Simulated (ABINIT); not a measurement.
SiC:

```
Si C
1.0
     3.07569    0.00000    0.00000
    -1.53785    2.66363    0.00000
     0.00000    0.00000   10.07065
Si C
4 4
Cartesian
  0.0000 0.0000 1.8922
  0.0000 0.0000 6.9275
  0.0000 1.7758 4.4094
  1.5378 0.8879 9.4447
  0.0000 0.0000 0.0046
  0.0000 0.0000 5.0400
  0.0000 1.7758 2.5157
  1.5378 0.8879 7.5510
```

The cell is a database's computed one.

Base run:

```yaml
Program: ABINIT 10.8.3 (patched build)
Functional: LDA-VWN
Potentials_or_basis: JTH PAW LDA v2.0
Cutoff: 544 eV
k_mesh: 10 × 10 × 3
Occupations: fermi-dirac, width 0.05 eV
Spin: no spin polarisation
```

Its results: band gap on the k mesh 2.18 eV, indirect (least direct gap 3.32 eV); pressure -4.2 GPa; largest force 0.006 eV/Å.

Question: After a change of settings the same cell gave: band gap on the k mesh 2.17 eV, indirect (least direct gap 3.31 eV); pressure -3.8 GPa; largest force 0.006 eV/Å. Which change was it?
A. functional from LDA-VWN to revPBE; potentials or basis from JTH PAW LDA v2.0 to JTH PAW PBE v2.0
B. functional from LDA-VWN to LDA-PZ
C. functional from LDA-VWN to HCTH407; potentials or basis from JTH PAW LDA v2.0 to JTH PAW PBE v2.0

Answer: B.

Runs at the PBE level aren't shown here.
